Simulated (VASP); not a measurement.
# SnO2 (Cassiterite) (P4_2/mnm) in VASP: notebook

One crystal, SnO2 (Cassiterite), is run at these levels: PBE, LDA; tasks: relaxation of cell and atoms.

Everything below comes from runs of VASP 6.6.1. Logs are shortened: lines on timing, memory, paths and dates and some standing lists are left out, and cuts for length are marked.

## Step 1: The structure

It takes space group P4_2/mnm (No. 136, tetragonal). The conventional cell has a = 4.830 Å, b = 4.830 Å, c = 3.243 Å, α = 90.00°, β = 90.00°, γ = 90.00°. Sn (site symmetry mmm) has 6 O at 2.09 Å as nearest neighbours. Around O (site symmetry m2m) lie 3 Sn at 2.09 Å.

## Step 2: Relaxation of cell and atoms, PBE

Contents of INCAR:

```
ALGO = Normal ; EDIFF = 1E-7
EDIFFG = -0.005 ; ENCUT = 600
GGA = PE ; IBRION = 2
ISIF = 3 ; ISMEAR = 0
KPAR = 2 ; LASPH = True
LCHARG = False ; LREAL = False
LWAVE = False ; NELM = 80
NSW = 90 ; PREC = Accurate
SIGMA = 0.03
```

Contents of KPOINTS:

```
k-points
0
Gamma
  6 6 8
```

Contents of POSCAR:

```
SnO2                                    
1.0
    4.8303407069     -0.0000000000      0.0000000000
   -0.0000000000      4.8303407069      0.0000000000
    0.0000000000      0.0000000000      3.2432759979
  Sn              O             
     2     4
Direct
     0.0000000000000000    0.0000000000000000    0.0000000000000000
     0.5000000000000000    0.5000000000000000    0.5000000000000000
     0.3065777030145376    0.3065777030145376    0.0000000000000000
     0.1934222969854624    0.8065777030145378    0.5000000000000000
     0.6934222969854622    0.6934222969854622    0.0000000000000000
     0.8065777030145378    0.1934222969854624    0.5000000000000000
```

Potentials or basis: VASP PAW PBE potentials, release 64 (Sn_d, O).

Command:

```console
$ cat potpaw_PBE.64/Sn_d/POTCAR potpaw_PBE.64/O/POTCAR > POTCAR
$ mpirun -np 2 vasp_std > vasp.out
```

OUTCAR:

```text
EDIFF = 1E-7
   EDIFFG = -0.005
   ENCUT = 600
   GGA = PE
   IBRION = 2
   ISIF = 3
   ISMEAR = 0
   LASPH = True
   LREAL = False
   NELM = 80
   NSW = 90
   PREC = Accurate

 ion  position               nearest neighbor table
   1  0.000  0.000  0.000-   4 2.09   6 2.09   4 2.09   6 2.09   5 2.09   3 2.09
   2  0.500  0.500  0.500-   3 2.09   5 2.09   3 2.09   5 2.09   4 2.09   6 2.09
   3  0.307  0.307  0.000-   2 2.09   2 2.09   1 2.09
   4  0.193  0.807  0.500-   1 2.09   1 2.09   2 2.09
   5  0.693  0.693  0.000-   2 2.09   2 2.09   1 2.09
   6  0.807  0.193  0.500-   1 2.09   1 2.09   2 2.09

  LATTYP: Found a simple tetragonal cell.
 ALAT       =     4.8303407069
 C/A-ratio  =     0.6714383508

  Lattice vectors:

 A1 = (   4.8303407069,   0.0000000000,   0.0000000000)
 A2 = (   0.0000000000,   4.8303407069,   0.0000000000)
 A3 = (   0.0000000000,   0.0000000000,   3.2432759979)

Analysis of symmetry for initial positions (statically):
=====================================================================
 Subroutine PRICEL returns:
 Original cell was already a primitive cell.

 Routine SETGRP: Setting up the symmetry group for a
 simple tetragonal supercell.

 Subroutine GETGRP returns: Found 16 space group operations
 (whereof  8 operations were pure point group operations)
 out of a pool of 16 trial point group operations.

The static configuration has the point symmetry D_2h.
 The point group associated with its full space group is D_4h.

Analysis of symmetry for dynamics (positions and initial velocities):
=====================================================================
 Subroutine PRICEL returns:
 Original cell was already a primitive cell.

 Routine SETGRP: Setting up the symmetry group for a
 simple tetragonal supercell.

 Subroutine GETGRP returns: Found 16 space group operations
 (whereof  8 operations were pure point group operations)
 out of a pool of 16 trial point group operations.

The dynamic configuration has the point symmetry D_2h.
 The point group associated with its full space group is D_4h.

 Subroutine INISYM returns: Found 16 space group operations
 (whereof  8 operations are pure point group operations),
 and found     1 'primitive' translations

----------------------------------------------------------------------------------------

                                     Primitive cell

  volume of cell :      75.6727

  direct lattice vectors                    reciprocal lattice vectors
     4.830340707  0.000000000  0.000000000     0.207024734  0.000000000  0.000000000
     0.000000000  4.830340707  0.000000000     0.000000000  0.207024734  0.000000000
     0.000000000  0.000000000  3.243275998     0.000000000  0.000000000  0.308330219

  length of vectors
     4.830340707  4.830340707  3.243275998     0.207024734  0.207024734  0.308330219

  position of ions in fractional coordinates (direct lattice)
     0.000000000  0.000000000  0.000000000
     0.500000000  0.500000000  0.500000000
     0.306577703  0.306577703  0.000000000
     0.193422297  0.806577703  0.500000000
     0.693422297  0.693422297  0.000000000
     0.806577703  0.193422297  0.500000000

  ion indices of the primitive-cell ions
   primitive index   ion index
                 1           1
                 2           2
                 3           3
                 4           4
                 5           5
                 6           6

----------------------------------------------------------------------------------------

 KPOINTS: k-points

Automatic generation of k-mesh.
 Grid dimensions read from file:
 generate k-points for:    6    6    8

 Generating k-lattice:

  Cartesian coordinates                     Fractional coordinates (reciprocal lattice)
     0.034504122  0.000000000  0.000000000     0.166666667  0.000000000  0.000000000
     0.000000000  0.034504122  0.000000000     0.000000000  0.166666667  0.000000000
     0.000000000  0.000000000  0.038541277     0.000000000  0.000000000  0.125000000

  Length of vectors
     0.034504122  0.034504122  0.038541277

  Shift w.r.t. Gamma in fractional coordinates (k-lattice)
     0.000000000  0.000000000  0.000000000

 Subroutine IBZKPT returns following result:
 ===========================================

 Found     50 irreducible k-points:

 Following reciprocal coordinates:
            Coordinates               Weight
  0.000000  0.000000  0.000000      1.000000
  0.166667  0.000000  0.000000      4.000000
  0.333333  0.000000  0.000000      4.000000
  0.500000  0.000000  0.000000      2.000000
  0.166667  0.166667  0.000000      4.000000
  0.333333  0.166667  0.000000      8.000000
[... 16 lines left out ...]
  0.333333  0.000000  0.250000      8.000000
  0.500000  0.000000  0.250000      4.000000
 [... further k-points ...]
   k-points           NKPTS =     50   k-points in BZ     NKDIM =     50   number of bands    NBANDS=     31
[... 60 lines left out ...]

 Free energy of the ion-electron system (eV)
  ---------------------------------------------------
  ext. energy  EPLUGINS =         0.00000000
  ---------------------------------------------------
  free energy    TOTEN  =       -37.32096315 eV

  energy without entropy =      -37.32096315  energy(sigma->0) =      -37.32096315

------------------------ aborting loop because EDIFF is reached ----------------------------------------

  FORCE on cell =-STRESS in cart. coord.  units (eV):
  Direction    XX          YY          ZZ          XY          YZ          ZX
  --------------------------------------------------------------------------------------
  -------------------------------------------------------------------------------------
  Total       -0.0422720     -0.0422720     -0.0785031      0.0000000      0.0000000      0.0000000
  in kB       -0.8950028     -0.8950028     -1.6621026      0.0000000      0.0000000      0.0000000
  external PRESSURE =      -1.1507027 kB  Pullay stress =       0.0000000 kB

 VOLUME and BASIS-vectors are now :
 -----------------------------------------------------------------------------
  energy-cutoff  :      600.00
  volume of cell :       75.67
      direct lattice vectors                 reciprocal lattice vectors
     4.830340707  0.000000000  0.000000000     0.207024734  0.000000000  0.000000000
     0.000000000  4.830340707  0.000000000     0.000000000  0.207024734  0.000000000
     0.000000000  0.000000000  3.243275998     0.000000000  0.000000000  0.308330219
[... 41 lines left out ...]
 POSITION                                       TOTAL-FORCE (eV/Angst)
 -----------------------------------------------------------------------------------
      4.82870     -0.00000      3.24123        -0.000000      0.000000      0.000000
      2.41435      2.41435      1.62061        -0.000000      0.000000      0.000000
      1.48023      1.48023      0.00000        -0.003723     -0.003723     -0.000000
      0.93412      3.89458      1.62061         0.003723     -0.003723     -0.000000
      3.34847      3.34847      3.24123         0.003723      0.003723      0.000000
      3.89458      0.93412      1.62061        -0.003723      0.003723      0.000000
 -----------------------------------------------------------------------------------
    total drift:                               -0.000000     -0.000000     -0.000000

  FREE ENERGIE OF THE ION-ELECTRON SYSTEM (eV)
  ---------------------------------------------------
  free  energy   TOTEN  =       -37.3209690758 eV

  energy  without entropy=      -37.3209690758  energy(sigma->0) =      -37.32096908

--------------------------------------- Ionic step        3  -------------------------------------------

 number of electron      52.0000001 magnetization

 Free energy of the ion-electron system (eV)
  ---------------------------------------------------
  ext. energy  EPLUGINS =         0.00000000
  ---------------------------------------------------
  free energy    TOTEN  =       -37.32098612 eV

  energy without entropy =      -37.32098612  energy(sigma->0) =      -37.32098612

 E-fermi :   5.7135     XC(G=0): -10.9655

 val. band max:        5.5067084096   @ k =   0.0000   0.0000   0.0000
 cond. band min:       6.1502272376   @ k =   0.0000   0.0000   0.0000
 fundamental gap:      0.6435188280
 Fermi energy:         5.7135427868

 k-point     1 :       0.0000    0.0000    0.0000
  band No.  band energies     occupation
      1     -15.5253      2.00000
      2     -14.8644      2.00000
      3     -14.6759      2.00000
      4     -14.6483      2.00000
      5     -14.6483      2.00000
      6     -14.5842      2.00000
[... 805 lines left out ...]
     30      13.8852      0.00000
     31      14.5306      0.00000

 [... further k-points ...]
[... 5 lines left out ...]
  --------------------------------------------------------------------------------------
  -------------------------------------------------------------------------------------
  Total        0.0087948      0.0087948      0.0046362     -0.0000000      0.0000000      0.0000000
  in kB        0.1863410      0.1863410      0.0982313     -0.0000000      0.0000000      0.0000000
  external PRESSURE =       0.1569711 kB  Pullay stress =       0.0000000 kB

 VOLUME and BASIS-vectors are now :
 -----------------------------------------------------------------------------
  energy-cutoff  :      600.00
  volume of cell :       75.62
      direct lattice vectors                 reciprocal lattice vectors
     4.829439992 -0.000000000  0.000000000     0.207063345 -0.000000000  0.000000000
     0.000000000  4.829439992  0.000000000     0.000000000  0.207063345  0.000000000
     0.000000000  0.000000000  3.242152876     0.000000000  0.000000000  0.308437029

 POSITION                                       TOTAL-FORCE (eV/Angst)
 -----------------------------------------------------------------------------------
      0.00000      0.00000      0.00000         0.000000     -0.000000     -0.000000
      2.41472      2.41472      1.62108         0.000000     -0.000000     -0.000000
      1.48052      1.48052      0.00000        -0.003383     -0.003383      0.000000
      0.93420      3.89524      1.62108         0.003383     -0.003383      0.000000
      3.34892      3.34892      0.00000         0.003383      0.003383     -0.000000
      3.89524      0.93420      1.62108        -0.003383      0.003383     -0.000000
 -----------------------------------------------------------------------------------
    total drift:                               -0.000000      0.000000     -0.000000

  FREE ENERGIE OF THE ION-ELECTRON SYSTEM (eV)
  ---------------------------------------------------
  free  energy   TOTEN  =       -37.3209861243 eV

  energy  without entropy=      -37.3209861243  energy(sigma->0) =      -37.32098612

 reached required accuracy - stopping structural energy minimisation
```

Wall time 4 min (2 MPI ranks of Intel Xeon Platinum 8559C (Emerald Rapids), shared host); peak memory 0.27 GiB.

What came out:

| Item | Value |
| --- | --- |
| Free energy | -37.3210 eV |
| Relaxed volume | 12.60 Å³/atom |
| Relaxed cell | a = 4.829 Å, b = 4.829 Å, c = 3.242 Å, α = 90.00°, β = 90.00°, γ = 90.00° |
| Space group after relaxing (to 0.05 Å) | P4_2/mnm (No. 136) |
| Energy gained by relaxing | 0.0 meV/atom |
| Ionic steps | 3 |
| Pressure after relaxing | 0.0 GPa |
| Largest force after relaxing | 0.005 eV/Å |
| Band gap on the k mesh | 0.64 eV, direct |

Forces on the atoms (eV/Å):
```
Sn   0.000  0.000  0.000
Sn   0.000  0.000  0.000
O   -0.003 -0.003  0.000
O    0.003 -0.003  0.000
O    0.003  0.003  0.000
O   -0.003  0.003  0.000
```

Final structure:
```yaml
crystal:
  lattice:
    - [4.82944, 0.00000, 0.00000]
    - [0.00000, 4.82944, 0.00000]
    - [0.00000, 0.00000, 3.24215]
  atoms:
    - { symbol: Sn, position: [0.00000, 0.00000, 0.00000] }
    - { symbol: Sn, position: [0.50000, 0.50000, 0.50000] }
    - { symbol: O, position: [0.30656, 0.30656, 0.00000] }
    - { symbol: O, position: [0.19344, 0.80656, 0.50000] }
    - { symbol: O, position: [0.69344, 0.69344, 0.00000] }
    - { symbol: O, position: [0.80656, 0.19344, 0.50000] }
```

Caveat: spin-orbit coupling is left out, which moves the levels of the heavy elements.

## Step 3: Relaxation of cell and atoms, LDA

This run uses another cell than the first one, of 11.92 Å³/atom, 0.945 times its volume.

Contents of INCAR:

```
SYSTEM = SnO2
PREC = Accurate
ENCUT = 600
EDIFF = 1E-6
ISMEAR = 0
SIGMA = 0.03
LREAL = .False.
LASPH = .True.
NELM = 80
ALGO = Normal
ISIF = 3
LWAVE = .False.
LCHARG = .False.
IBRION = 2
NSW = 90
EDIFFG = -0.01
KPAR = 2
```

Contents of KPOINTS:

```
Automatic mesh
0
Gamma
  6 6 8
  0 0 0
```

Contents of POSCAR:

```
SnO2
1.0
    4.7380000000      0.0000000000      0.0000000000
    0.0000000000      4.7380000000      0.0000000000
    0.0000000000      0.0000000000      3.1865000000
Sn O
2 4
Direct
    0.0000000000      0.0000000000      0.0000000000
    0.5000000000      0.5000000000      0.5000000000
    0.3071000000      0.3071000000      0.0000000000
    0.1929000000      0.8071000000      0.5000000000
    0.6929000000      0.6929000000      0.0000000000
    0.8071000000      0.1929000000      0.5000000000
```

Potentials or basis: VASP PAW LDA potentials, release 64 (Sn_d, O).

Command:

```console
$ cat potpaw_LDA.64/Sn_d/POTCAR potpaw_LDA.64/O/POTCAR > POTCAR
$ mpirun -np 2 vasp_std > vasp.out
```

Run time: 1.8 min. Hardware: 2 MPI ranks of Intel Xeon 6975P-C (Granite Rapids), shared host; peak memory 0.24 GiB.

The run converged. Its results:

* Free energy: -42.2923 eV
* Relaxed volume: 11.90 Å³/atom
* Relaxed cell: a = 4.728 Å, b = 4.728 Å, c = 3.195 Å, α = 90.00°, β = 90.00°, γ = 90.00°
* Space group after relaxing (to 0.05 Å): P4_2/mnm (No. 136)
* Energy gained by relaxing: 0.6 meV/atom
* Ionic steps: 5
* Pressure after relaxing: 0.0 GPa
* Largest force after relaxing: 0.006 eV/Å
* Band gap on the k mesh: 1.15 eV, direct

Forces in eV/Å, atoms in the order of the input:
```
Sn   0.000  0.000  0.000
Sn   0.000  0.000  0.000
O    0.004  0.004  0.000
O   -0.004  0.004  0.000
O   -0.004 -0.004  0.000
O    0.004 -0.004  0.000
```

Stress tensor (GPa, compression positive):
```
-0.04  0.00  0.00
 0.00 -0.04  0.00
 0.00  0.00  0.07
```

The path:
```
step  energy change (eV)  largest force (eV/Å)  pressure (GPa)  volume (Å³)
   1              0.0000                0.1797            0.11        71.53
   2             -0.0032                0.0469           -0.65        71.62
   3             -0.0034                0.0022           -0.50        71.60
   4             -0.0034                0.0151            0.49        71.24
   5             -0.0037                0.0062            0.00        71.42
```

Final structure:
```xyz
6
Lattice="4.7279 0.0000 0.0000 0.0000 4.7279 0.0000 0.0000 0.0000 3.1952" Properties=species:S:1:pos:R:3 pbc="T T T"
Sn    0.0000    0.0000    0.0000
Sn    2.3639    2.3639    1.5976
O     1.4467    1.4467    0.0000
O     0.9172    3.8106    1.5976
O     3.2812    3.2812    0.0000
O     3.8106    0.9172    1.5976
```

Levels at points of the mesh, in eV from the valence-band top:
| k point | band 22 | band 23 | band 24 | band 25 | band 26 | band 27 | band 28 | band 29 | band 30 | band 31 |
| --- | --- | --- | --- | --- | --- | --- | --- | --- | --- | --- |
| (0.00, 0.00, 0.00) | -1.28 | -1.28 | -0.81 | -0.81 | 0.00 | 1.15 | 5.93 | 6.05 | 6.05 | 10.09 |
| (0.50, 0.00, 0.00) | -2.03 | -1.24 | -1.24 | -0.65 | -0.65 | 4.31 | 4.31 | 6.81 | 6.81 | 10.79 |
| (0.50, 0.50, 0.00) | -2.06 | -1.37 | -1.37 | -0.91 | -0.91 | 4.70 | 4.70 | 7.30 | 7.30 | 10.80 |
| (0.00, 0.00, 0.50) | -2.71 | -1.72 | -1.72 | -1.28 | -1.28 | 6.03 | 6.03 | 9.51 | 9.51 | 10.37 |
| (0.50, 0.00, 0.50) | -1.79 | -1.13 | -1.13 | -0.72 | -0.72 | 6.31 | 6.31 | 7.87 | 7.87 | 10.73 |
| (0.50, 0.50, 0.50) | -2.43 | -0.99 | -0.99 | -0.84 | -0.84 | 4.68 | 4.68 | 8.63 | 8.63 | 10.73 |

Caveat: spin-orbit coupling is left out, which moves the levels of the heavy elements. As with any semilocal functional, this LDA gap is likely too small.

## Step 4: Relaxation of cell and atoms, LDA

This run uses another cell than the first one, of 11.90 Å³/atom, 0.944 times its volume.

INCAR: that of step 3 with these lines changed.

```diff
@@ -3,3 +3,3 @@
 ENCUT = 600
-EDIFF = 1E-6
+EDIFF = 1E-7
 ISMEAR = 0
@@ -15,3 +15,3 @@
 NSW = 90
-EDIFFG = -0.01
+EDIFFG = -0.005
 KPAR = 2
```

KPOINTS is that of step 3.

Contents of POSCAR:

```
SnO2                                    
1.0
    4.7278691949     -0.0000000000      0.0000000000
    0.0000000000      4.7278691949      0.0000000000
    0.0000000000      0.0000000000      3.1951732556
  Sn              O             
     2     4
Direct
     0.0000000000000000    0.0000000000000000    0.0000000000000000
     0.5000000000000000    0.5000000000000000    0.5000000000000000
     0.3059917598045841    0.3059917598045841    0.0000000000000000
     0.1940082401954160    0.8059917598045840    0.5000000000000000
     0.6940082401954160    0.6940082401954160    0.0000000000000000
     0.8059917598045840    0.1940082401954160    0.5000000000000000
```

Command:

```console
$ cat potpaw_LDA.64/Sn_d/POTCAR potpaw_LDA.64/O/POTCAR > POTCAR
$ mpirun -np 2 vasp_std > vasp.out
```

It took 55 s on 2 MPI ranks of Intel Xeon 6975P-C (Granite Rapids), shared host; peak memory 0.24 GiB.

The run converged. Its results:

```yaml
Free_energy: -42.2921 eV
Energy_gained_by_relaxing: 0.0 meV/atom
Ionic_steps: 2
Pressure_after_relaxing: 0.0 GPa
Band_gap_on_the_k_mesh: 1.15 eV, direct
```

Final structure:
```
Sn O
1.0
     4.72726    0.00000    0.00000
     0.00000    4.72726    0.00000
     0.00000    0.00000    3.19590
Sn O
2 4
Cartesian
  0.0000 0.0000 3.1959
  2.3636 2.3636 1.5980
  1.4467 1.4467 3.1959
  0.9169 3.8103 1.5980
  3.2805 3.2805 0.0000
  3.8103 0.9169 1.5980
```

Levels at points of the mesh, in eV from the valence-band top:
| k point | band 23 | band 24 | band 25 | band 26 | band 27 | band 28 | band 29 | band 30 |
| --- | --- | --- | --- | --- | --- | --- | --- | --- |
| (0.00, 0.00, 0.00) | -1.28 | -0.80 | -0.80 | 0.00 | 1.15 | 5.92 | 6.05 | 6.05 |
| (0.50, 0.00, 0.00) | -1.24 | -1.24 | -0.65 | -0.65 | 4.31 | 4.31 | 6.81 | 6.81 |
| (0.50, 0.50, 0.00) | -1.37 | -1.37 | -0.91 | -0.91 | 4.70 | 4.70 | 7.30 | 7.30 |
| (0.00, 0.00, 0.50) | -1.72 | -1.72 | -1.28 | -1.28 | 6.03 | 6.03 | 9.52 | 9.52 |
| (0.50, 0.00, 0.50) | -1.13 | -1.13 | -0.72 | -0.72 | 6.31 | 6.31 | 7.88 | 7.88 |
| (0.50, 0.50, 0.50) | -0.99 | -0.99 | -0.84 | -0.84 | 4.69 | 4.69 | 8.63 | 8.63 |

Caveat: spin-orbit coupling is left out, which moves the levels of the heavy elements. LDA gaps usually lie below the measured ones, often by a third to a half.
